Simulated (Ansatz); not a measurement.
Runs of Ansatz 0.2.0 on TePb. Symmetry: Fm-3m, No. 225, cubic system. The conventional cell has a = 6.462 Å, b = 6.462 Å, c = 6.462 Å, α = 90.00°, β = 90.00°, γ = 90.00°. Pb (site symmetry m-3m) is surrounded by 6 Te at 3.23 Å. Around Te (site symmetry m-3m) lie 6 Pb at 3.23 Å. 

| task | level | spin | cell | k mesh | cutoff (eV) | points for each segment of the path | mesh quality | pressure (GPa) | V0 of scaled cells (Å³/atom) | relaxed volume (Å³/atom) | B0 (GPa) |
| --- | --- | --- | --- | --- | --- | --- | --- | --- | --- | --- | --- |
| band structure | PBE-EpsX | off | as given | 4 × 4 × 4 | 420 | 4 | coarse | 2.0 | - | - | - |
| band structure | BLYP | off | as given | 7 × 7 × 7 | 420 | 14 | not flagged | (a) | - | - | - |
| equation of state | PBEsol | SOC, no magnetisation | as given | 7 × 7 × 7 | 420 | - | not flagged | - | 33.21 | - | 43 |
| equation of state | r2SCAN | SOC, no magnetisation | as given | 7 × 7 × 7 | 500 | - | not flagged | - | 34.73 | - | 41 |
| relaxation of cell and atoms | RPBE+D4 | off | relaxed | 7 × 7 × 7 | 420 | - | not flagged | 0.0 | - | 33.73 | - |
| relaxation of cell and atoms | exchange-only PBE | off | relaxed | 7 × 7 × 7 | 420 | - | not flagged | 0.0 | - | (b) | - |
| band structure | exchange-only PBE | off | as given | 7 × 7 × 7 | 420 | 14 | not flagged | 10.2 | - | - | - |

Alike in all rows: potentials or basis Ansatz PAW; smearing fermi-dirac 0.05 eV.

Task: Fill in the values left out.

Result: (a) 5.3; (b) 43.30.

Caveats: some runs use coarse meshes; the PAW data sets come from PBE, with cores solved anew for the run's functional, which leaves a small shift of forces and pressure (some runs); the plane-wave basis is chosen anew once the cell has moved, so the energies of steps on either side of that aren't comparable (some runs); the thresholds are loose for stress (some runs); the PAW data sets were made with another functional, which shifts forces and pressure a little (some runs); the volume moved by over 15 % at a fixed basis, so the end points are rough (some runs).

Runs at the PBE level aren't shown here.
